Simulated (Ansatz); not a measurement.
Zn: the change of energy less free atoms and pressure with volume scale

All results are calculated (Ansatz 0.2.0). Periodic Kohn-Sham DFT of a crystal at fixed atoms, scaled to volume_scale times the given cell; pressure positive in compression, energy less spherical unpolarised free atoms, largest_vzz the field gradient of largest size among the nuclei.

The cell before it is scaled or strained (space group Fd-3m, No. 227):
```
Zn
1.0
      0.0000     2.9089     2.9089
      2.9089     0.0000     2.9089
      2.9089     2.9089     0.0000
Zn
2
Direct
  0.00000 0.00000 0.00000
  0.25000 0.25000 0.25000
```

Settings of every row: method all-electron LAPW; functional PBE; relativity scalar; k mesh 11x11x11; filling fermi-dirac; smearing width 0.05 eV; basis error target 0.25 meV/atom; nucleus gaussian.

Atom start moment: 0 on all atoms.

Limits: the cell comes from a prototype or a list of computed structures and needn't be the stable phase.

| row | volume scale | V (Å³/atom) | energy less free atoms (eV/atom) | pressure (GPa) |
| --- | --- | --- | --- | --- |
| 1 | 0.95 | 23.384 | ? | ? |
| 2 | 0.975 | 23.999 | -0.6371 | 0.733 |
| 3 | 1 | 24.614 | -0.6385 | 0.01 |
| 4 | 1.025 | 25.23 | -0.6373 | -0.615 |
| 5 | 1.05 | 25.845 | -0.6339 | -1.138 |

Question: what energy less free atoms and pressure should row 1 give?

Worked fit of energy less free atoms. Take u = (V_r/V)^(2/3) − 1 with V_r = 24.922 Å³ an atom, which is twice the finite (Eulerian) strain; such expansions in the strain, on which the Birch-Murnaghan equation of state is built, carry the rest volume and the bulk modulus. The shown rows have u = 0.02548, 0.00832, -0.00816, -0.02395. Least squares give energy less free atoms = −0.6382 − 0.0718 × u + 4.507 × u² eV/atom; a straight line predicts inner rows, each left out in turn, worse (root mean square 0.0017 against 3.1e-05 eV/atom). All shown rows lie on it to the printed digit. Its lowest point lies at u = 0.0080, or V = 24.63 Å³ an atom, and the curvature there gives the bulk modulus at fixed shape and fractions, B = (4/9)(1 + u)² E″(u)/V = 26.5 GPa. The withheld row has u = 0.04338, so the fit gives −0.6382 − 0.0718 × (0.04338) + 4.507 × (0.04338)² = -0.6328 eV/atom.

The calculation gave -0.6328 eV/atom. The fit meets it to the printed digit. This row lies beyond the range of the fit.

Worked fit of pressure. Take u = (V_r/V)^(2/3) − 1 with V_r = 24.922 Å³ an atom, which is twice the finite (Eulerian) strain; such expansions in the strain, on which the Birch-Murnaghan equation of state is built, carry the rest volume and the bulk modulus. The shown rows have u = 0.02548, 0.00832, -0.00816, -0.02395. Least squares give pressure = −0.3147 + 37.669 × u + 136.37 × u² GPa; a straight line predicts inner rows, each left out in turn, worse (root mean square 0.053 against 0.0043 GPa). The rows lie off it by -0.001, 0.002, -0.002, 0.001. The pressure vanishes at u = 0.0081, or V = 24.62 Å³ an atom, and there the bulk modulus at fixed shape and fractions is B = −V dP/dV = (2/3)(1 + u) dP/du = 26.8 GPa. The withheld row has u = 0.04338, so the fit gives −0.3147 + 37.669 × (0.04338) + 136.37 × (0.04338)² = 1.576 GPa.

The calculation gave 1.554 GPa. The fit lies 0.022 GPa (1.4 % of the value, 0.82 % of the column's range) above it; its largest miss of a shown row is 0.002 GPa. This row lies beyond the range of the fit.
